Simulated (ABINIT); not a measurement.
The system is TePb.

```
Pb Te
1.0
     0.00000    3.23100    3.23100
     3.23100    0.00000    3.23100
     3.23100    3.23100    0.00000
Pb Te
1 1
Direct
  0.00000 0.00000 0.00000
  0.50000 0.50000 0.50000
```

Base run:

| Item | Value |
| --- | --- |
| Program | ABINIT 10.8.3 (patched build) |
| Functional | AM05 |
| Potentials or basis | JTH PAW PBE v2.0 |
| Cutoff | 707 eV |
| k mesh | 7 × 7 × 7 |
| Occupations | fermi-dirac, width 0.05 eV |
| Spin | no spin polarisation |

Its results: pressure -0.2 GPa.

**Question.** The run is repeated on the same cell with these changes: functional from AM05 to PBE. What comes out?

**Answer.** Pressure 1.9 GPa.

PBE binds less tightly than AM05, so the same cell stands under more pressure.

Caveats: the PAW data sets were made with another functional, which shifts forces and pressure a little (some runs).
